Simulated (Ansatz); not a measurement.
A run of Ansatz 0.2.0 is set up as follows.

The input input.yaml:

```yaml
crystal:
  lattice:
    - [3.18, 0.0, 0.0]
    - [-1.59, 2.753960784, 0.0]
    - [0.0, 0.0, 5.166]
  atoms:
    - { symbol: Ga, position: [0.6666666667, 0.3333333333, 0.5] }
    - { symbol: Ga, position: [0.3333333333, 0.6666666667, 0.0] }
    - { symbol: "N", position: [0.6666666667, 0.3333333333, 0.875] }
    - { symbol: "N", position: [0.3333333333, 0.6666666667, 0.375] }
hamiltonian:
  xc: pbe
  pseudopotentials: { kind: paw }
kpoints:
  mp_grid: { grid: [10, 10, 5] }
scf:
  occupations: { method: gaussian, width: 0.028 }
output:
  forces: true
  stress: true
  eigenvalues: true
```

Potentials or basis: Ansatz PAW.

The run is started by

```sh
$ ansatz run input.yaml --threads 2 --pin off --max-ram 5632MiB --backend cpu --events-out ev --progress --plain --runs-dir out
```

Task: Estimate the band gap on the k mesh.

Result: 1.96 eV, direct.

Task: Estimate the largest force.

Result: 0.137 eV/Å.

Forces in eV/Å, atoms in the order of the input:
```
Ga   0.000  0.000 -0.137
Ga   0.000  0.000 -0.137
N    0.000  0.000  0.137
N    0.000  0.000  0.137
```

Caveat: odd divisions of the mesh miss points on the zone boundary, where band edges often lie, so the gap on the mesh can be too wide.

**The experiment to reproduce.**

From “Studying electronic properties in GaN without electrical contacts using γ-γ vs e−-γ Perturbed Angular Correlations”, 2019, pmc:6823545, for a bulk crystal of GaN: band gap 3.503 ± 0.005 eV (direct).

Measured gap of GaN: 3.503 eV (direct; quoted in “Studying electronic properties in GaN without electrical contacts using γ-γ vs e−-γ Perturbed Angular Correlations”, 2019, pmc:6823545). This calculation gives 1.96 eV (-1.54 eV). Spin-orbit coupling on Ga is left out. The value is that of PBE, without temperature or zero-point motion. Semilocal functionals fall short of measured gaps as a rule.
